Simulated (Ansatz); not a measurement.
## How far is this ZnO from the hull?

All numbers below come from Ansatz 0.2.0, DFT PBE, scalar-relativistic, plane waves, PAW. Settings: cutoff 420 eV, Γ-centred meshes spaced at most about 0.3 Å⁻¹ (2π included), Gaussian smearing. No spin polarisation.

The zero of energy is the elements' standard structures at the same level (O₂ as a molecule); no fitted shifts are applied.

Temperature and zero-point effects are left out.

The competitors are the elements and 2 reference phases of this chemical system (from databases or known types: Zn5O12, ZnO), relaxed at the same level; other known phases may be missing.

The candidate was reached from: 3-connected net, two elements alternating.

```cif
data_structure
_symmetry_space_group_name_H-M 'I4_1md'
_symmetry_Int_Tables_number 109
_cell_length_a 3.3062
_cell_length_b 3.3062
_cell_length_c 11.3259
_cell_angle_alpha 90.000
_cell_angle_beta 90.000
_cell_angle_gamma 90.000
_cell_volume 123.80
loop_
_atom_site_label
_atom_site_type_symbol
_atom_site_symmetry_multiplicity
_atom_site_Wyckoff_symbol
_atom_site_fract_x
_atom_site_fract_y
_atom_site_fract_z
_atom_site_occupancy
Zn1 Zn 4 a 0.00000 0.00000 0.08383 1
O1 O 4 a 0.00000 0.00000 0.91617 1
```

Q: Where does it stand against these competitors?

A: Not the lowest form: another structure of the same formula lies lower. Its formation energy is -1.147 eV/atom. The lowest competing phase at this composition is this:

| phase | space group | source | share of atoms | ΔE_f (eV/atom) |
| --- | --- | --- | --- | --- |
| ZnO | P6_3mc (No. 186) | COD | 1.0000 | -1.424 |

The candidate lies 0.28 eV/atom above this phase. The candidate matches no cell in the subsets of the Crystallography Open Database and the Materials Project at hand. A phase this far over the hull is unlikely to be made.
